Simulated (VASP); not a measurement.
A run of VASP 6.6.1 is set up as follows.

The input INCAR:

```
ALGO = Normal ; EDIFF = 1E-6
ENCUT = 520 ; GGA = PE
ISIF = 2 ; ISMEAR = 0
LASPH = T ; LCHARG = F
LREAL = F ; LWAVE = F
NBANDS = 28 ; NELM = 100
PREC = Accurate ; SIGMA = 0.1
```

File KPOINTS:

```
k-points
0
Gamma
  6 6 4
```

Contents of POSCAR:

```
Pd
1.0
    2.1051807153     -3.5678909111      0.0000000000
    2.1051807153      3.5678909111      0.0000000000
    0.0000000000      0.0000000000      4.2159619292
Pd
4
Direct
    0.1525000000      0.8475000000      0.0785000000
    0.6525000000      0.3475000000      0.4215000000
    0.8475000000      0.1525000000      0.9215000000
    0.3475000000      0.6525000000      0.5785000000
```

Potentials or basis: VASP PAW PBE potentials, release 64 (Pd).

Launch:

```bash
$ cat potpaw_PBE.64/Pd/POTCAR > POTCAR
$ mpirun -np 1 vasp_std > vasp.out
```

Question: Predict the pressure.

Answer: 31.2 GPa.

Question: What does it give for the band gap on the k mesh?

Answer: None (metal or under the smearing width).

Question: What does it give for the largest force?

Answer: 1.409 eV/Å.

Stress tensor (GPa, compression positive):
```
24.43  0.00  0.00
 0.00 44.70  0.00
 0.00  0.00 24.59
```

Caveat: the k mesh is coarse (spacing up to 0.37 Å⁻¹), so the values aren't converged; a pressure of tens of GPa on the cell as given is suspect, and the run, the potentials or the cell itself is likely at fault; forces of over 1 eV/Å show positions far from the minimum, so gaps and moduli don't describe the material at rest.
